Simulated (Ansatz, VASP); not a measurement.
**In2Si2O7 (In2Si2O7 (C2/m)): VASP beside Ansatz**

One calculation is typed for both programs; each brings its own data sets. How far apart do they land? The cell is taken from a series of runs on this material, whose earlier steps may have relaxed, scaled, displaced or heated it; both programs get it as it stands.

Calculated with Ansatz 0.2.0; plane waves, with VASP 6.6.1 beside it; relaxation of cell and atoms at PBEsol.

### 1. Starting point

Symmetry: C2/m, No. 12, monoclinic system. The conventional cell has a = 6.654 Å, b = 8.640 Å, c = 4.717 Å, α = 90.00°, β = 102.83°, γ = 90.00°. In has 6 O at 2.12 to 2.26 Å nearest. Nearest to Si lie 4 O at 1.61 to 1.64 Å. Nearest to O lie 1 Si at 1.64 Å and 2 In at 2.12 to 2.26 Å. Nearest to O lie 2 Si at 1.61 Å. Nearest to O lie 1 Si at 1.63 Å and 2 In at 2.16 Å. Farther neighbours and most contacts between anions are not listed.

### 2. Ansatz: relaxation of cell and atoms, PBEsol

Ansatz runs on its default PAW (the set named soft_2) files.

The relaxed volume is the usual yardstick between codes: in a stiff, nearly cubic crystal its relative difference is about their pressure difference at one cell divided by the bulk modulus.

input.yaml reads:

```yaml
crystal:
  lattice:
    - [3.3269191, -4.3199999, 0.0]
    - [3.3269191, 4.3199999, 0.0]
    - [-1.0479061, 0.0, 4.5995429]
  atoms:
    - { symbol: In, position: [0.30777324, 0.69222676, 0.0] }
    - { symbol: In, position: [0.69222676, 0.30777324, 0.0] }
    - { symbol: Si, position: [0.21996982, 0.21996982, 0.41037755] }
    - { symbol: Si, position: [0.78003018, 0.78003018, 0.58962245] }
    - { symbol: O, position: [0.92112895, 0.60978779, 0.78132428] }
    - { symbol: O, position: [0.39021221, 0.07887105, 0.21867572] }
    - { symbol: O, position: [0.07887105, 0.39021221, 0.21867572] }
    - { symbol: O, position: [0.60978779, 0.92112895, 0.78132428] }
    - { symbol: O, position: [0.0, 0.0, 0.5] }
    - { symbol: O, position: [0.6102544, 0.6102544, 0.28308242] }
    - { symbol: O, position: [0.3897456, 0.3897456, 0.71691758] }
basis:
  ecutwfc: 420
  xc_grid: 2
hamiltonian:
  xc: pbesol
kpoints:
  mp_grid: { grid: [6, 6, 6] }
scf:
  occupations: { method: fixed }
  max_iter: 100
relax:
  f_tol: 0.005
  max_steps: 60
  cell: {}
output:
  forces: true
  stress: true
checkpoint:
  write: "../cell.run"
  compress: false
  write_wavefunctions: false
  write_every: 100000
```

On the command line:

```console
> ansatz run input.yaml --threads 32 --pin off --max-ram 131891MiB --backend cpu --events-out ev --progress --plain --runs-dir out
```

Numbers of over 12 decimals in the logs are rounded to 6 here.

The program printed:

```text
Engine: ansatz 0.2.0, aarch64-unknown-linux-gnu
Pseudopotentials: kind: paw
Pseudopotential: In, paw, valence charge 13, recommended cutoff 420 eV (normal), In.paw.azcp
Pseudopotential: Si, paw, valence charge 4, recommended cutoff 420 eV (normal), Si.paw.azcp
Pseudopotential: O, paw, valence charge 6, recommended cutoff 420 eV (normal), O.paw.azcp
Functional definition: PBEsol
  exchange = pbesol_x
  correlation = pbesol_c
Crystal: 11 atoms, lattice volume = 132.212 Å³
Basis set: ecut = 420 eV, 2575 PW (Γ), exchange–correlation on 80×80×64 points (8 copies of the dense FFT grid, shifted against one another)
Bands: 49, of which v1, the nominal top of the filled ones, is band 38 counted from 1 (37 counted from 0)
Symmetry: 4 space group operations
Space group: C2/m (ITA 12), of the structure as read, at distance tolerance 5.1e-5 Å
k-points: 68 of 216
Non-local potential: In, projectors of the file, l = 0: 2, l = 1: 2, l = 2: 2, l = 3: 2
Non-local potential: Si, projectors of the file, l = 0: 2, l = 1: 2, l = 2: 2
Non-local potential: O, projectors of the file, l = 0: 2, l = 1: 2, l = 2: 1
PAW form: soft (Blöchl's): semilocal exchange-correlation on the pseudo side does not see the compensation charge
PAW frozen core: In, regenerated for the run's functional, and the local potential with it (the file was generated under x = pbe(κ = 0.804, μ = 0.219515), c = pbe(β = 0.066725))
PAW frozen core: Si, regenerated for the run's functional, and the local potential with it (the file was generated under x = pbe(κ = 0.804, μ = 0.219515), c = pbe(β = 0.066725))
PAW frozen core: O, regenerated for the run's functional, and the local potential with it (the file was generated under x = pbe(κ = 0.804, μ = 0.219515), c = pbe(β = 0.066725))
PAW one-centre angular grid: In, 590 points (default); XC on 64 Gauss nodes
PAW one-centre angular grid: Si, 110 points (default); XC on 64 Gauss nodes
PAW one-centre angular grid: O, 110 points (default); XC on 64 Gauss nodes
Initial density: superposition of atomic densities (neutral atoms: chi_scale 0, normalization atom), corrected by the library's trained network
Initial wavefunctions: pseudopotential atomic-orbital guess
Functional: x = pbesol(κ = 0.804, μ = 0.123457), c = pbesol(β = 0.046)
SCF iter   1: F=—  HF=-16227.303313 eV  |Δ(HF+E_count)|=         —  Δρ=1.41e-2  dr2=2.03e-1  Hψ=12624
preconditioner: auto → Resta (q_TF=auto, 2.488 Å⁻¹)  ε∞=3.9  [insulator: Δε(μ)=2.760 eV  Ē_g=16.636 eV  n_scr=32 (ndim 8)  ℏωp=28.2 eV  f_vac=0.055  ε∞_Penn≈3.9]
SCF iter   2: F=—  HF=-16227.244041 eV  |Δ(HF+E_count)|=   5.93e-2  Δρ=2.14e-3  dr2=3.51e-3  Hψ=5184
SCF iter   3: F=—  HF=-16227.243587 eV  |Δ(HF+E_count)|=   4.54e-4  Δρ=9.75e-4  dr2=9.73e-4  Hψ=5228
automatic band count: iteration 3 solves 47 bands in place of 49: the levels show a gap, and the empty bands left out lie too high to hold charge; the band table lists the bands solved (type scf.n_extra_bands for more)
SCF iter   4: F=—  HF=-16227.243662 eV  |Δ(HF+E_count)|=   7.51e-5  Δρ=3.02e-4  dr2=1.01e-4  Hψ=5527
SCF iter   5: F=—  HF=-16227.243686 eV  |Δ(HF+E_count)|=   2.46e-5  Δρ=1.31e-4  dr2=1.80e-5  Hψ=5551
SCF iter   6: F=—  HF=-16227.243572 eV  |Δ(HF+E_count)|=   1.14e-4  Δρ=3.67e-5  dr2=1.67e-6  Hψ=4998
SCF iter   7: F=—  HF=-16227.243575 eV  |Δ(HF+E_count)|=   2.33e-6  Δρ=2.61e-5  dr2=6.99e-7  Hψ=5568
SCF iter   8: F=-16227.243575 eV  HF=-16227.243575 eV  |Δ(HF+E_count)|=   3.31e-8  Δρ=4.76e-6  dr2=3.07e-8  Hψ=13069
SCF 1 converged in 8 iterations: F = -16227.243575 eV  dr2 = 3.07e-8
  greatest PAW one-centre occupation: 0.991 electrons in one spin orbital (limit 2), on the In atom at site 1 (counted from 0), in its partial waves of l = 2
relax step   1: F+E_penalty+E_count = -16227.24357454 eV  Δ(F+E_penalty+E_count) = +0.000e0 eV  max|allowed force component| = 2.830e-1 eV/Å  Δτ_max = 0.0000 Å  P = +0.830 GPa  Ω = 132.212 Å³  (8 SCF iters, dr2 threshold 1.00e-7 eV, accepted)
[...]
relax step   3: F+E_penalty+E_count = -16227.25490261 eV  Δ(F+E_penalty+E_count) = -1.637e-3 eV  max|allowed force component| = 3.488e-2 eV/Å  Δτ_max = 0.0064 Å  P = -0.063 GPa  Ω = 132.291 Å³  energy of the carried Pulay correction = -3.584e-4 eV  (5 SCF iters, dr2 threshold 1.10e-6 eV, accepted)
[...]
relax step   4: F+E_penalty+E_count = -16227.25526460 eV  Δ(F+E_penalty+E_count) = -3.620e-4 eV  max|allowed force component| = 1.918e-2 eV/Å  Δτ_max = 0.0009 Å  P = -0.014 GPa  Ω = 132.240 Å³  energy of the carried Pulay correction = -1.244e-4 eV  (4 SCF iters, dr2 threshold 8.04e-8 eV, accepted)
[...]
relax step   5: F+E_penalty+E_count = -16227.25538407 eV  Δ(F+E_penalty+E_count) = -1.195e-4 eV  max|allowed force component| = 5.589e-3 eV/Å  Δτ_max = 0.0012 Å  P = -0.000 GPa  Ω = 132.223 Å³  energy of the carried Pulay correction = -5.074e-5 eV  (5 SCF iters, dr2 threshold 2.30e-8 eV, accepted)
[...]
relax step   6: F+E_penalty+E_count = -16227.25538495 eV  Δ(F+E_penalty+E_count) = -8.829e-7 eV  max|allowed force component| = 4.945e-4 eV/Å  Δτ_max = 0.0002 Å  P = -0.000 GPa  Ω = 132.223 Å³  energy of the carried Pulay correction = -5.193e-5 eV  (4 SCF iters, dr2 threshold 1.95e-9 eV, accepted)
[...]
relax step   7: F+E_penalty+E_count = -16227.25550568 eV  Δ(F+E_penalty+E_count) = -1.207e-4 eV  max|allowed force component| = 5.566e-4 eV/Å  Δτ_max = 0.0000 Å  P = +0.003 GPa  Ω = 132.223 Å³  stress off target by 2.32e-2 GPa  SCF on the basis re-selected at this cell (its energy is not comparable with the rows above)  (5 SCF iters)
basis re-selected at this cell: Δ(F+E_penalty+E_count) = -1.207e-4 eV, ΔP = +0.003 GPa vs the last step (what re-selecting the basis moved, of the pressure what is left beyond the Pulay correction that the steps carried, after the strain that the cell walked since its last selection, with what the two solves' SCF thresholds leave and, on support functions, any second-order correction that the steps lacked; it is no m
SCF converged after 5 iterations
Free energy (F): -16227.255506 eV
Harris-Foulkes:  -16227.255506 eV  (|F-HF|=1.82e-11)
Internal energy: -16227.255506 eV  (E = F + TS)
E sigma→0 (E₀):  -16227.255506 eV
Fermi energy:    6.262881 eV
--- Per-component energies (eV) ---
  E_band       = -125.461656
  E_kinetic    = 1818.165120
  E_local      = -5098.987296  (includes V_loc(G=0)·N_el)
  E_nonlocal   = 1133.342301
  E_hartree    = 1927.835719
  E_xc         = -1045.102541
  E_vxc        = -947.389084  (∫ρ·V_xc dr)
  E_paw        = -10250.577479  (= ΣΔE_a)
  E_vpaw       = -886.281631  (= ΣTr[D̂ρ^β])
  E_aug_tail   = 0.017528  (compensation charges beyond the density's cutoff)
  E_ewald      = -4712.730799
  E_core_change = 0.781942  (= ΣΔE_core)
  E_smearing   = -0.000000  (= −TS)
  E_closure    = -0.000000  (closes the sum)
  Σ components = -16227.255506   (vs F -16227.255506, Δ=0.00e0)
--- Forces (eV/Å), atoms counted from 1 ---
  atom   1  In     0.00000000     0.00027876    -0.00000000
  atom   2  In    -0.00000000    -0.00027876     0.00000000
  atom   3  Si    -0.00008841     0.00000000     0.00052103
  atom   4  Si     0.00008841    -0.00000000    -0.00052103
  atom   5  O     -0.00005668    -0.00016234     0.00004457
  atom   6  O      0.00005668    -0.00016234    -0.00004457
  [... 5 more lines of this table ...]
  max |Σ_I F_I| component: 7.59e-19 eV/Å
--- Stress (GPa, compression-positive) ---
       -0.022906       0.000000      -0.001531
        0.000000       0.008035      -0.000000
       -0.001534      -0.000000       0.023158
  P = ⅓ Tr σ = 0.0028 GPa (0.028 kbar)
--- Relaxed structure (6 steps of the walk, 6 accepted, 1 SCFs on fresh bases) ---
  F+E_penalty+E_count = -16227.25550568 eV   max|allowed force component| = 5.566e-4 eV/Å   (the final SCF, on the basis selected at the relaxed cell)
  cell:  # Å, volume = 132.2235 Å³
    - [3.316554, -4.324617, 0.00301523]
    - [3.316554, 4.324617, 0.00301523]
    - [-1.040473, -1.977020824227148e-18, 4.608447]
  atoms:
    - { symbol: In, position: [0.307587, 0.692413, 1.0842021724855044e-19] }
    - { symbol: In, position: [0.692413, 0.307587, 0.0] }
    - { symbol: Si, position: [0.221674, 0.221674, 0.409756] }
    - { symbol: Si, position: [0.778326, 0.778326, 0.590244] }
    - { symbol: O, position: [0.921101, 0.607529, 0.781393] }
    - { symbol: O, position: [0.392471, 0.078899, 0.218607] }
  [... 5 more lines of this table ...]
```

[end of part 1 of 2]

[Lines on the potential files, build, host, timing and source positions are cut from VASP's logs without a mark.]

[Logs are printed without paths, hosts, clocks, repeated set-up lines and the standing remarks that a program may print on its own settings, such as how far it seeks lower states.]

[Hosts, paths, dates, database ids (printed as entryN), source tags and the programs' standing remarks are cut or masked in the printed files.]
